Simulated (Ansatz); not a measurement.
Density of states of VO$_{2}$ (P4_2/mnm, a = 4.584 Å, b = 4.584 Å, c = 2.838 Å, α = 90.00°, β = 90.00°, γ = 90.00°), in states per eV and primitive cell, averaged over bins of 0.4 eV. Computed with DFT PBE, scalar-relativistic, plane waves, PAW in Ansatz 0.2.0.

Plane waves to 420 eV, a k mesh through Γ of 8×8×12 on the computed 6-atom cell and Gaussian smearing (0.10 eV); collinear spin from starting moments 0.92 0.92 0 0 0 0 μB.

The cell is relaxed at this level. The states (both spins) are summed by tetrahedra on a 12×12×18 mesh at the self-consistent density. Energies are bin centres; the table starts no lower than −8 eV and ends at 6 eV, or lower where the solved bands end.

It is a metal at this level.

```tsv
E − E_F (eV)	total	V 3d up	O 2p up	V 3d down	O 2p down	O 2s up	O 2s down
-7.55	0.22	0.05	0.14	0.01	0.02	0.00	0.00
-7.15	1.36	0.22	0.55	0.12	0.38	0.01	0.01
-6.75	3.79	0.59	1.59	0.35	1.09	0.01	0.01
-6.35	6.54	0.90	2.45	0.66	2.31	0.01	0.01
-5.95	6.07	0.72	1.72	0.86	2.62	0.01	0.01
-5.55	3.54	0.56	1.35	0.39	1.14	0.02	0.01
-5.15	4.26	0.46	1.44	0.53	1.69	0.03	0.03
-4.75	4.35	0.43	1.67	0.37	1.71	0.04	0.03
-4.35	5.43	0.37	2.19	0.32	2.35	0.03	0.03
-3.95	4.59	0.36	1.87	0.25	1.97	0.02	0.02
-3.55	4.93	0.48	2.05	0.29	2.00	0.01	0.01
-3.15	5.06	0.42	1.87	0.35	2.33	0.01	0.01
-2.75	4.31	0.29	1.67	0.21	2.08	0.01	0.01
-2.35	4.01	0.17	1.73	0.10	1.95	0.01	0.01
-1.95	1.22	0.05	0.58	0.02	0.56	0.00	0.00
-1.55	0.33	0.02	0.18	0.00	0.13	0.00	0.00
-1.15	0.00	0.00	0.00	0.00	0.00	0.00	0.00
-0.75	1.02	0.91	0.10	0.00	0.00	0.00	0.00
-0.35	2.79	2.34	0.41	0.00	0.00	0.01	0.00
0.05	3.03	2.40	0.54	0.05	0.00	0.01	0.00
0.45	5.29	3.01	0.68	1.42	0.10	0.02	0.01
0.85	5.02	1.41	0.61	2.63	0.29	0.00	0.01
1.25	5.17	1.34	0.67	2.71	0.36	0.00	0.02
1.65	4.20	0.22	0.11	3.26	0.54	0.00	0.02
2.05	2.86	0.09	0.01	2.05	0.63	0.01	0.01
2.45	2.18	1.11	0.21	0.47	0.15	0.17	0.00
2.85	2.08	0.85	0.26	0.62	0.10	0.11	0.08
3.25	3.16	1.00	0.39	1.17	0.25	0.11	0.15
3.65	3.42	1.18	0.62	1.04	0.33	0.07	0.11
4.05	3.60	1.03	0.60	1.24	0.52	0.04	0.08
4.45	3.55	0.86	0.56	1.33	0.65	0.02	0.06
4.85	1.88	0.26	0.18	0.88	0.49	0.00	0.02
5.25	0.71	0.00	0.00	0.43	0.26	0.00	0.01
5.65	0.03	0.00	0.00	0.01	0.01	0.00	0.00
```

The columns after the total are the main Löwdin projections on the occupied valence shells of the potentials; 4 others are left out. The rest of the total lies in those, in shells that are empty in the free atom, which aren't projected, and between the atoms.

Moments started parallel, and an antiferromagnetic order may lie lower.

Only this magnetic start was tried.

Cost: 1 run of about 2.9 core-minutes, on Arm Neoverse V1 (shared hosts).